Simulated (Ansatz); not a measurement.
# Te2Mo in Ansatz: reference runs

Reference runs on Te2Mo: the cell as given.

Everything below comes from runs of Ansatz 0.2.0. Logs are shortened: lines on timing, memory, paths and dates and some standing lists are left out, and cuts for length are marked.

## (1) The structure

The cell holds a slab with vacuum, 3 atoms: a = 3.560 Å, b = 3.560 Å, c = 17.524 Å, α = 90.00°, β = 90.00°, γ = 120.00°.

## (2) Single point, PBEsol

The input, input.yaml:

```yaml
crystal:
  lattice:
    - [3.560232814, 0.0, 0.0]
    - [-1.780116407, 3.0832520603, 0.0]
    - [0.0, 0.0, 17.52405782]
  atoms:
    - { symbol: Te, position: [0.3333333333, 0.6666666667, 0.10214455] }
    - { symbol: Te, position: [0.3333333333, 0.6666666667, 0.89785545] }
    - { symbol: Mo, position: [0.0, 0.0, 0.0] }
kpoints:
  mp_grid: { grid: [9, 9, 2] }
scf:
  occupations: { method: fermi_dirac, width: 0.05 }
hamiltonian:
  xc: pbesol
  pseudopotentials: { kind: all_electron, lapw: { basis_error: 0.001 } }
output:
  forces: true
  stress: true
  eigenvalues: true
  populations: true
```

Potentials or basis: all-electron LAPW, scalar-relativistic.

Command:

```console
> ansatz run input.yaml --threads 2 --pin off --max-ram 8192MiB --backend cpu --events-out ev --progress --plain --runs-dir out
```

The log of the run:

```text
Warning: RAYON_NUM_THREADS=2 ignored (pool sized by the plan → 2); use --threads N
Te: projections on atomic orbitals take those of the free atom 1s2 2s2 2p6 3s2 3p6 3d10 4s2 4p6 4d10 5s2 5p4, of charge +0.00 (hamiltonian.pseudopotentials.projection_atoms)
Mo: projections on atomic orbitals take those of the free atom 1s2 2s2 2p6 3s2 3p6 3d10 4s2 4p6 4d5 5s1, of charge +0.00 (hamiltonian.pseudopotentials.projection_atoms)
LAPW: plane waves up to 8.241 Å⁻¹, error target 1.0e-3 eV per atom; small_component_spin mean_spin; Mo in spheres of 1.346 Å, 30 of its electrons in bands, Dirac shells []; Te in spheres of 1.380 Å, 24 of its electrons in bands, Dirac shells [] (how accurate: hamiltonian.pseudopotentials.lapw.basis_error, Limitations)
Engine: ansatz 0.2.0, aarch64-unknown-linux-gnu
Pseudopotentials: kind: all_electron
Pseudopotential: Te, LAPW, valence charge 24, lapw/all_electron/scalar/gaussian/Te, Koelling and Harmon's equation, gaussian nucleus
Pseudopotential: Mo, LAPW, valence charge 30, lapw/all_electron/scalar/gaussian/Mo, Koelling and Harmon's equation, gaussian nucleus
Functional definition: PBEsol
  exchange = pbesol_x
  correlation = pbesol_c
Crystal: 3 atoms, lattice volume = 192.363 Å³
Basis set: ecut = 258.7717662536345 eV, 1833 PW (Γ), exchange–correlation at level 2
Bands: 47, of which v1, the nominal top of the filled ones, is band 39 counted from 1 (38 counted from 0)
Symmetry: 12 space group operations
Space group: P-6m2 (ITA 187), of the structure as read, at distance tolerance 5.8e-5 Å
k-points: 24 of 162 (time reversal used)
Non-local potential: Te, projectors of the file, none
Non-local potential: Mo, projectors of the file, none
Initial density: superposition of atomic densities (neutral atoms: chi_scale 0, normalization atom)
Initial wavefunctions: plane waves of lowest kinetic energy (no species holds an atomic orbital)
Functional: x = pbesol(κ = 0.804, μ = 0.12345679012345678), c = pbesol(β = 0.046)
iter 1 solved again at ethr=1.41e-3 eV; its pass at ethr=1.00e-1 eV (dr2=1.10e0 eV) is discarded
SCF iter   1: F=—  HF=-479732.670752 eV  |F-HF|=—  |Δ(HF+E_count)|=         —  Δρ=2.14e-2  dr2=1.10e0  ethr=1.41e-3  ⟨swp⟩=2.6  Hψ=7304  notcnv=0
preconditioner: auto → Resta (q_TF=auto, 2.347 Å⁻¹)  ε∞=2.6  [insulator: Δε(μ)=1.068 eV  Ē_g=8.992 eV  σ=0.050 eV  W_gap=1.00  n_scr=54 (ndim 8)  ℏωp=11.4 eV  f_vac=0.600  D(μ)=0.00/eV (n_scr^D=0)  ε∞_Penn≈2.6  vacuum switching on, ρ_ref=5.9e-3 e/Å³]
SCF iter   2: F=—  HF=-479732.549974 eV  |F-HF|=—  |Δ(HF+E_count)|=   1.21e-1  Δρ=2.02e-2  dr2=3.94e0  ethr=1.41e-3  ⟨swp⟩=3.0  Hψ=3668  notcnv=0
SCF iter   3: F=—  HF=-479732.030501 eV  |F-HF|=—  |Δ(HF+E_count)|=   5.19e-1  Δρ=8.81e-3  dr2=1.74e-1  ethr=1.41e-3  ⟨swp⟩=3.1  Hψ=3503  notcnv=0  defer=1
SCF iter   4: F=—  HF=-479731.960542 eV  |F-HF|=—  |Δ(HF+E_count)|=   7.00e-2  Δρ=2.96e-3  dr2=1.98e-2  ethr=2.23e-4  ⟨swp⟩=2.8  Hψ=3504  notcnv=0
SCF iter   5: F=—  HF=-479731.957707 eV  |F-HF|=—  |Δ(HF+E_count)|=         —  Δρ=7.52e-4  dr2=2.24e-3  ethr=2.54e-5  ⟨swp⟩=2.4  Hψ=3402  notcnv=0
the basis was enlarged: its passes take 285.7 KiB over the memory plan, 2 of 2 planned eigensolver slots
iter 6 solved again at ethr=1.01e-7 eV; its pass at ethr=2.87e-6 eV (dr2=7.90e-5 eV) is discarded
SCF iter   6: F=—  HF=-479731.957944 eV  |F-HF|=—  |Δ(HF+E_count)|=   2.36e-4  Δρ=1.12e-4  dr2=7.90e-5  ethr=1.01e-7  ⟨swp⟩=2.0  Hψ=5618  notcnv=0
SCF iter   7: F=—  HF=-479731.957982 eV  |F-HF|=—  |Δ(HF+E_count)|=   3.81e-5  Δρ=4.81e-5  dr2=1.08e-5  ethr=1.01e-7  ⟨swp⟩=3.0  Hψ=3427  notcnv=0
SCF iter   8: F=—  HF=-479731.957984 eV  |F-HF|=—  |Δ(HF+E_count)|=   2.15e-6  Δρ=1.09e-5  dr2=4.66e-7  ethr=1.38e-8  ⟨swp⟩=3.0  Hψ=3390  notcnv=0
SCF iter   9: F=-479731.957984 eV  HF=-479731.957984 eV  |F-HF|=2.86e-8  |Δ(HF+E_count)|=   3.37e-7  Δρ=3.57e-6  dr2=5.09e-8  ethr=5.98e-10  ⟨swp⟩=3.0  Hψ=3469  notcnv=0
SCF 1 converged in 9 iterations: F = -479731.957984 eV  dr2 = 5.09e-8
SCF converged after 9 iterations
Free energy (F): -479731.957984 eV
Harris-Foulkes:  -479731.957984 eV  (|F-HF|=2.86e-8)
Internal energy: -479731.957982 eV  (E = F + TS)
E sigma→0 (E₀):  -479731.957983 eV
Entropy (-TS):   -0.000002 eV (-0.001 meV/atom)
Fermi energy:    3.119541 eV
--- Per-component energies (eV) ---
  E_band       = -7298.108674
  E_kinetic    = 504418.166396
  E_xc         = -12735.874970
  E_electrostatic = -971414.249408  (all electrons and nuclei)
  E_smearing   = -0.000002  (= −TS)
  E_closure    = 0.000000  (closes the sum)
  E_atoms      = -479712.418777  (free atoms, spherical and without spin; not in F)
  Σ components = -479731.957984   (vs F -479731.957984, Δ=0.00e0)
  Basis errors (estimates in eV, not in F): energy 4.4e-4 per atom: plane waves 4.0e-4 (2.3e-4 summed), levels above the bands 8.2e-58, relativity 1.3e-8, radial functions 4.6e-5, core shells 2.5e-7; eigenvalues (radial functions only) 1.0e-6; not estimated: angular momenta, meshes, grids; target (lapw.basis_error) 1.0e-3; muffin-tin radii Mo 1.346 Å, Te 1.380 Å
--- Forces (eV/Å), atoms counted from 1 ---
  atom   1  Te     0.00000000    -0.00000000    -0.17464949
  atom   2  Te     0.00000000    -0.00000000     0.17464949
  atom   3  Mo    -0.00000000    -0.00000000     0.00000000
  max |Σ_I F_I| component: 1.01e-16 eV/Å
--- Stress (GPa, compression-positive) ---
       -1.346604       0.000000       0.000000
        0.000000      -1.346604       0.000000
        0.000000       0.000000      -0.519650
  P = ⅓ Tr σ = -1.0710 GPa (-10.710 kbar)
--- Band table (eV; the first three rows and the last of 24) ---
  k-point 0: bands = ["-372.6631", "-372.6277", "-372.6277", "-214.8114", "-214.8071", "-214.8071", "-214.7808", "-214.7808", "-156.1849", "-156.1849", "-106.3127", "-106.3127", "-106.3127", "-106.3127", "-106.2467", "-106.2466", "-57.9844", "-33.7977", "-33.7977", "-33.7849", "-33.7849", "-33.7366", "-33.7366", "-33.7258", "-33.7258", "-33.7155", "-33.7057", "-32.1490", "-32.0260", "-32.0260", "-9.9630", "-8.9858", "-2.3333", "0.9026", "0.9026", "0.9704", "1.6956", "1.6956", "2.2083", "5.6555", "5.6555", "5.9497", "5.9497", "6.8895", "7.3959", "8.1653", "8.8820"]
  k-point 1: bands = ["-372.6631", "-372.6277", "-372.6277", "-214.8114", "-214.8071", "-214.8071", "-214.7808", "-214.7808", "-156.1849", "-156.1849", "-106.3127", "-106.3127", "-106.3127", "-106.3127", "-106.2467", "-106.2466", "-57.9844", "-33.7977", "-33.7977", "-33.7849", "-33.7849", "-33.7365", "-33.7365", "-33.7258", "-33.7258", "-33.7155", "-33.7057", "-32.1490", "-32.0260", "-32.0260", "-9.9630", "-8.9858", "-2.3333", "0.9026", "0.9026", "0.9704", "1.6956", "1.6956", "2.2083", "5.6555", "5.6555", "5.9497", "5.9497", "7.0202", "7.1375", "8.6183", "8.6695"]
  k-point 2: bands = ["-372.6631", "-372.6277", "-372.6277", "-214.8114", "-214.8071", "-214.8071", "-214.7808", "-214.7808", "-156.1849", "-156.1849", "-106.3127", "-106.3127", "-106.3127", "-106.3127", "-106.2467", "-106.2466", "-57.9835", "-33.7963", "-33.7953", "-33.7870", "-33.7828", "-33.7375", "-33.7370", "-33.7289", "-33.7260", "-33.7146", "-33.7045", "-32.1413", "-32.0410", "-32.0287", "-9.7984", "-8.8732", "-2.1532", "0.5348", "0.6231", "1.0386", "1.4807", "1.8531", "2.1771", "5.0679", "5.1223", "5.6057", "5.8006", "7.1495", "7.5990", "8.4813", "9.4392"]
  k-point 23: bands = ["-372.6631", "-372.6277", "-372.6277", "-214.8114", "-214.8071", "-214.8071", "-214.7808", "-214.7808", "-156.1848", "-156.1848", "-106.3128", "-106.3128", "-106.3128", "-106.3128", "-106.2467", "-106.2466", "-57.9756", "-33.8029", "-33.7819", "-33.7744", "-33.7740", "-33.7545", "-33.7419", "-33.7310", "-33.7308", "-33.7094", "-33.6945", "-32.1323", "-32.0892", "-32.0760", "-7.7614", "-7.5068", "-1.8626", "-1.7160", "-1.1683", "-0.3220", "-0.2801", "0.9304", "2.5924", "3.6419", "4.5426", "5.1268", "6.6540", "7.6757", "7.7820", "10.0086", "10.9867"]
--- Löwdin populations: 3 sites ---
  site symbol       q [e]
     0     Te     51.8985
     1     Te     51.8985
     2     Mo     42.0084
  spilling = 0.001333 (of n_electrons = 146.000000)
```

populations.tsv:

```text
# site	symbol	l	j	q
# orbitals = lowdin
# n_electrons = 146.000000
# spilling = 0.001333
# projection_atom_Te: 1s2 2s2 2p6 3s2 3p6 3d10 4s2 4p6 4d10 5s2 5p4
# projection_atom_Mo: 1s2 2s2 2p6 3s2 3p6 3d10 4s2 4p6 4d5 5s1
0	Te	0_1S	-	1.999999
0	Te	0_2S	-	1.999961
0	Te	0_3S	-	1.999415
0	Te	0_4S	-	1.992791
0	Te	0_5S	-	1.814761
0	Te	1_2P	-	6.000000
0	Te	1_3P	-	5.999969
0	Te	1_4P	-	5.997575
0	Te	1_5P	-	4.096000
0	Te	2_3D	-	9.999998
0	Te	2_4D	-	9.998040
1	Te	0_1S	-	1.999999
1	Te	0_2S	-	1.999961
1	Te	0_3S	-	1.999415
1	Te	0_4S	-	1.992791
1	Te	0_5S	-	1.814761
1	Te	1_2P	-	6.000000
1	Te	1_3P	-	5.999969
1	Te	1_4P	-	5.997575
1	Te	1_5P	-	4.096000
1	Te	2_3D	-	9.999998
1	Te	2_4D	-	9.998040
2	Mo	0_1S	-	1.999998
2	Mo	0_2S	-	1.999924
2	Mo	0_3S	-	1.998630
2	Mo	0_4S	-	1.972628
2	Mo	0_5S	-	0.561390
2	Mo	1_2P	-	5.999999
2	Mo	1_3P	-	5.999975
2	Mo	1_4P	-	5.995880
2	Mo	2_3D	-	9.999984
2	Mo	2_4D	-	5.479977
```

Wall time 43 s (2 threads of Arm Neoverse V2, shared host); peak memory 0.58 GiB.

What came out:

| Quantity | Value |
| --- | --- |
| Free energy | -479731.9580 eV |
| Largest force | 0.175 eV/Å |
| Band gap on the k mesh | 1.05 eV, direct |

Forces on the atoms (eV/Å):
```
Te   0.000  0.000 -0.175
Te   0.000  0.000  0.175
Mo   0.000  0.000  0.000
```

Caveat: spin-orbit coupling is left out, which moves the levels of the heavy elements.
